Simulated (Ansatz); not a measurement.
Runs of Ansatz 0.2.0 on TaN. It takes space group Fm-3m (No. 225, cubic). Conventional cell: a = 4.423 Å, b = 4.423 Å, c = 4.423 Å, α = 90.00°, β = 90.00°, γ = 90.00°. Around Ta (site symmetry m-3m) lie 6 N at 2.21 Å. N (site symmetry m-3m) has 6 Ta at 2.21 Å as nearest neighbours. The cell comes from a database or a generator and needn't be the stable form of this composition.

| level | U | hubbard projectors | double counting | gap on the mesh (eV) | pressure (GPa) |
| --- | --- | --- | --- | --- | --- |
| r2SCAN | - | - | - | none | -6.2 |
| r2SCAN+U | Ta d U = 8 eV | ortho-atomic (the default) | fll (the default) | none | 2.5 |
| r2SCAN+U | Ta d U = 2 eV | ortho-atomic (the default) | fll (the default) | none | (a) |
| r2SCAN+U | Ta d U = 1 eV | ortho-atomic (the default) | fll (the default) | none | -5.3 |
| r2SCAN+U | Ta d U = 6 eV | ortho-atomic (the default) | fll (the default) | none | (b) |

Alike in all rows: task projected density of states; potentials or basis Ansatz PAW; no spin polarisation; cell as given; k mesh 10 × 10 × 10; cutoff (eV) 500; smearing fermi-dirac 0.05 eV.

Q: Estimate the missing entries.

A: (a) -4.4; (b) -0.1.

Caveats: the PAW data sets come from PBE, with cores solved anew for the run's functional, which leaves a small shift of forces and pressure; the density of states is complete only up to the lowest level of the last band computed; U without spin polarisation on a metal has little footing (some runs).

A k mesh can miss the band edges, and the runs leave out spin-orbit coupling on Ta.

A gap of «none» marks a metal or a gap under the smearing width.
